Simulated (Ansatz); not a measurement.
# CoO (R-3m) in Ansatz: settings compared, part 3 of 3

Ansatz 0.2.0.

### Step 4. Band structure, PBEsol+U, collinear spin, ferromagnetic start

File input.yaml:

```yaml
crystal:
  lattice:
    - [1.5054695445, 0.8691832468, 2.4399269062]
    - [-1.5054695445, 0.8691832468, 2.4399269062]
    - [0.0, -1.7383664936, 2.4399269062]
  atoms:
    - { symbol: Co, position: [0.0, 0.0, 0.0], spin: 2.0 }
    - { symbol: O, position: [0.5, 0.5, 0.5] }
hamiltonian:
  xc: pbesol
  pseudopotentials: { kind: paw }
  hubbard: { sites: [{ species: Co, l: d, u_eff: 2.0 }] }
magnetization:
  spin_polarized: true
kpoints:
  mp_grid: { grid: [11, 11, 11] }
  band_path:
    path:
      - [[0.0, 0.0, 0.0], [0.5, 0.0, 0.0], [0.5, 0.2512681158, -0.2512681158]]
      - [[0.7487318842, 0.5, 0.2512681158], [0.5, 0.5, 0.5], [0.0, 0.0, 0.0], [0.3756340579, 0.0, -0.3756340579]]
      - [[0.6243659421, 0.3756340579, 0.0], [0.5, 0.5, 0.0], [0.6243659421, 0.6243659421, 0.2512681158], [0.5, 0.5, 0.5]]
      - [[0.5, 0.0, 0.0], [0.7487318842, 0.3756340579, 0.3756340579]]
    npoints: 14
scf:
  occupations: { method: fermi_dirac, width: 0.05 }
  n_extra_bands: 6
output:
  forces: true
  stress: true
  eigenvalues: true
  fatbands: false
```

Potentials or basis: Ansatz PAW.

The run is started by

```sh
$ ansatz run input.yaml --threads 2 --pin off --max-ram 5632MiB --backend cpu --events-out ev --progress --plain --runs-dir out
```

The program printed:

```text
Warning: RAYON_NUM_THREADS=2 ignored (pool sized by the plan → 2); use --threads N
Co: projections on atomic orbitals take those of the free atom [Ne] 3s2 3p6 3d7 4s2, of charge +0.00 (hamiltonian.pseudopotentials.projection_atoms); the dataset's partial waves leave at most 1.4e-6 of an orbital's norm unspanned inside its sphere
O: projections on atomic orbitals take those of the free atom [He] 2s2 2p4, of charge +0.00 (hamiltonian.pseudopotentials.projection_atoms); the dataset's partial waves leave at most 1.9e-8 of an orbital's norm unspanned inside its sphere
scf.n_extra_bands = 6 over 12 filled bands (N_el = 23.0): the run solves 18 bands
Engine: ansatz 0.2.0, aarch64-unknown-linux-gnu
Pseudopotentials: kind: paw
Pseudopotential: Co, paw, valence charge 17, recommended cutoff 420 eV (normal), Co.paw.azcp
Pseudopotential: O, paw, valence charge 6, recommended cutoff 420 eV (normal), O.paw.azcp
Functional definition: PBEsol
  exchange = pbesol_x
  correlation = pbesol_c
Crystal: 2 atoms, lattice volume = 19.156 Å³
Basis set: ecut = 420 eV, 339 PW (Γ), exchange–correlation on 48×48×48 points (8 copies of the dense FFT grid, shifted against one another)
Bands: 18, of which v1, the nominal top of the filled ones, is band 12 counted from 1 (11 counted from 0)
Symmetry: 12 space group operations
Space group: R-3m (ITA 166), of the structure as read, at distance tolerance 2.7e-5 Å
Magnetic group: BNS 166.97 (UNI 1327), of the structure as read, at distance tolerance 2.7e-5 Å
k-points: 146 of 1331
Non-local potential: Co, projectors of the file, l = 0: 3, l = 1: 2, l = 2: 3, l = 3: 1
Non-local potential: O, projectors of the file, l = 0: 2, l = 1: 2, l = 2: 1
PAW form: soft (Blöchl's): semilocal exchange-correlation on the pseudo side does not see the compensation charge
PAW frozen core: Co, regenerated for the run's functional, and the local potential with it (the file was generated under x = pbe(κ = 0.804, μ = 0.2195149727645171), c = pbe(β = 0.06672455060314922))
[... 80 lines left out ...]
  E_band       = -309.914393
  E_kinetic    = 616.871293
  E_local      = -3418.437551  (includes V_loc(G=0)·N_el)
  E_nonlocal   = 516.499123
  E_hartree    = 1400.492422
  E_xc         = -226.343226
  E_vxc        = -292.374166  (∫ρ·V_xc dr)
  E_hubbard    = 0.392252  (on-site DFT+U / exact-exchange correction)
  E_vhub       = -6.543402  (the Hubbard potential's part of the band-sum identity)
  E_paw        = -1638.669074  (= ΣΔE_a)
  E_vpaw       = -526.915110  (= ΣTr[D̂ρ^β])
  E_aug_tail   = 0.002497  (compensation charges beyond the density's cutoff)
  E_ewald      = -2902.684276
  E_core_change = 0.223707  (= ΣΔE_core)
  E_smearing   = -0.000116  (= −TS)
  E_closure    = -0.000000  (closes the sum)
  Σ components = -5651.652949   (vs F -5651.652949, Δ=0.00e0)
--- Forces (eV/Å), atoms counted from 1 ---
  atom   1  Co     0.00000000    -0.00000000     0.00000000
  atom   2  O      0.00000000     0.00000000    -0.00000000
  max |Σ_I F_I| component: 3.16e-30 eV/Å
--- Stress (GPa, compression-positive) ---
       -0.781933       0.000000      -0.000000
        0.000000      -0.781933      -0.000000
       -0.000000      -0.000000      -1.270422
  P = ⅓ Tr σ = -0.9448 GPa (-9.448 kbar)
--- Band table (eV; the first three rows and the last of 292) ---
  k-point 0 ↑: bands = ["-82.7972", "-46.7337", "-45.9218", "-45.9218", "-6.1713", "8.8831", "9.5317", "9.5317", "10.0721", "10.0721", "10.9254", "10.9370", "10.9370", "14.8143", "30.3632", "31.6929", "31.8419", "31.8419"]
  k-point 1 ↑: bands = ["-82.7970", "-46.7344", "-45.9246", "-45.9222", "-6.0804", "8.8267", "9.1637", "9.2133", "9.6650", "10.0781", "10.8123", "11.3436", "11.3914", "15.4287", "28.8108", "31.4067", "31.5463", "32.5372"]
  k-point 2 ↑: bands = ["-82.7962", "-46.7365", "-45.9323", "-45.9233", "-5.8261", "8.2854", "8.4758", "8.5212", "9.2909", "10.2197", "10.8599", "12.0723", "12.1488", "16.6580", "26.6748", "30.3074", "30.4411", "32.9701"]
  k-point 145 ↓: bands = ["-79.6205", "-43.3491", "-42.9856", "-42.9836", "-4.3176", "6.5534", "9.3329", "9.4843", "12.6301", "12.6568", "15.2227", "16.8541", "17.1530", "19.6865", "24.1390", "26.9280", "27.7895", "35.8856"]
Occupation matrices written to <dir>
```

Run time: 38 s. Hardware: 2 threads of Arm Neoverse V2, shared host; peak memory 0.99 GiB.

Results:

* Free energy: -5651.6529 eV
* Pressure: -0.9 GPa
* Band gap on the k mesh: 0.34 eV, indirect (least direct gap 1.20 eV)
* Band gap along the path: 0.30 eV, indirect (least direct gap 1.29 eV)
* Net moment: 3.00 μB per cell
* Absolute moment: 3.01 μB per cell
* Site moments: Co +2.56; O +0.28 μB

Levels at the corners of the path, in eV from the valence-band top:
Spin up:
| point | band 10 | band 11 | band 12 | band 13 | band 14 | band 15 | band 16 | band 17 |
| --- | --- | --- | --- | --- | --- | --- | --- | --- |
| Γ | -3.67 | -2.82 | -2.81 | -2.81 | 1.07 | 16.62 | 17.95 | 18.10 |
| L | -2.96 | -2.19 | -0.10 | 0.00 | 5.05 | 9.51 | 13.32 | 13.41 |
| B1 | -3.36 | -2.64 | -2.61 | -1.78 | 8.16 | 10.02 | 10.10 | 12.69 |
| B | -3.36 | -2.64 | -2.61 | -1.78 | 8.16 | 10.02 | 10.10 | 12.69 |
| Z | -2.90 | -2.90 | -0.02 | -0.02 | 4.87 | 9.62 | 13.30 | 13.30 |
| Γ | -3.67 | -2.82 | -2.81 | -2.81 | 1.07 | 16.62 | 17.95 | 18.10 |
| X | -3.30 | -2.55 | -2.34 | -1.64 | 7.46 | 9.75 | 9.90 | 15.05 |
| Q | -3.30 | -2.55 | -2.34 | -1.64 | 7.46 | 9.75 | 9.90 | 15.05 |
| F | -3.85 | -3.29 | -3.20 | -2.58 | 5.83 | 9.95 | 11.59 | 15.76 |
| P1 | -2.99 | -2.72 | -2.54 | -1.60 | 7.41 | 9.67 | 9.92 | 15.08 |
| Z | -2.90 | -2.90 | -0.02 | -0.02 | 4.87 | 9.62 | 13.30 | 13.30 |
| L | -2.96 | -2.19 | -0.10 | 0.00 | 5.05 | 9.51 | 13.32 | 13.41 |
| P | -2.99 | -2.72 | -2.54 | -1.60 | 7.41 | 9.67 | 9.92 | 15.08 |
Spin down:
```csv
point,band 8,band 9,band 10,band 11,band 12,band 13
Γ,-2.25,-2.05,-2.05,0.30,0.87,0.87
L,-4.18,-0.62,-0.59,1.30,3.32,3.42
B1,-4.76,-1.13,-0.88,1.17,1.70,2.35
B,-4.76,-1.13,-0.88,1.17,1.70,2.35
Z,-4.28,-1.07,-1.07,1.51,3.47,3.47
Γ,-2.25,-2.05,-2.05,0.30,0.87,0.87
X,-3.98,-1.43,-0.61,1.06,1.88,2.34
Q,-3.98,-1.43,-0.61,1.06,1.88,2.34
F,-3.57,-2.71,-0.82,1.07,1.41,1.81
P1,-4.06,-1.58,-0.88,1.24,1.96,2.36
Z,-4.28,-1.07,-1.07,1.51,3.47,3.47
L,-4.18,-0.62,-0.59,1.30,3.32,3.42
P,-4.06,-1.58,-0.88,1.24,1.96,2.36
```

Eigenvalues of the final occupation matrices:
| site | spin | trace | eigenvalues |
| --- | --- | --- | --- |
| site 1 | 1 | 4.99 | 1.00 1.00 1.00 1.00 1.00 |
| site 1 | 2 | 2.34 | 0.08 0.15 0.15 0.98 0.98 |

Caveat: the magnetic or orbital state may not be the lowest; the pressure holds a Pulay correction of +0.8 GPa for the finite cutoff; a cell with one magnetic atom can't hold antiferromagnetic order, which such compounds often take; the PAW data sets come from PBE, with cores solved anew for the run's functional, which leaves a small shift of forces and pressure.

### Step 5. Overview

```tsv
level	U	hubbard projectors	double counting	gap on the mesh (eV)	pressure (GPa)	moment (μB)
PBEsol	-	-	-	none	-9.1	2.94
PBEsol+U	Co d U = 1 eV	ortho-atomic (the default)	fll (the default)	none	-3.8	2.96
PBEsol+U	Co d U = 2 eV	ortho-atomic (the default)	fll (the default)	0.34	-0.9	3.00
```

Alike in all rows: task band structure; potentials or basis Ansatz PAW; spin collinear, ferromagnetic start; cell as given; k mesh 11 × 11 × 11; cutoff (eV) 420; smearing fermi-dirac 0.05 eV.

On the cell as given the gap runs from zero (PBEsol) to 0.30 eV (PBEsol+U). The pressure there spans -9.1 GPa (PBEsol) to -0.9 GPa (PBEsol+U); a positive pressure means that this level wants a larger cell, a negative one a smaller.

Caveats: a cell with one magnetic atom can't hold antiferromagnetic order, which such compounds often take; the PAW data sets come from PBE, with cores solved anew for the run's functional, which leaves a small shift of forces and pressure; the magnetic or orbital state may not be the lowest (some runs); semilocal functionals often make such compounds metallic where correlation or magnetic order opens a gap, which also shifts bond lengths (some runs).

Total energies depend on the potentials used, so only differences within one code and one set of settings carry meaning.
